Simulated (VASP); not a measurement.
The system is CdSe.

```
Cd Se
1.0
     4.31069    0.00000    0.00000
    -2.15535    3.73317    0.00000
     0.00000    0.00000    7.03188
Cd Se
2 2
Cartesian
  2.1554 1.2444 3.5157
  0.0000 2.4888 7.0316
  2.1554 1.2444 6.1592
  0.0000 2.4888 2.6433
```

The cell is a database's computed one.

Base run:

```yaml
Program: VASP 6.6.1
Functional: TB-mBJ
Potentials_or_basis: VASP PAW PBE potentials, release 64 (Cd, Se)
Cutoff: 520 eV
k_mesh: 9 × 9 × 6
Occupations: gaussian, width 0.02 eV
Spin: no spin polarisation
```

Its results: band gap on the k mesh 2.00 eV, direct.

**Question.** The run is repeated on the same cell with these changes: functional from TB-mBJ to r2SCAN. What comes out?

**Answer.** Band gap on the k mesh 1.14 eV, direct.
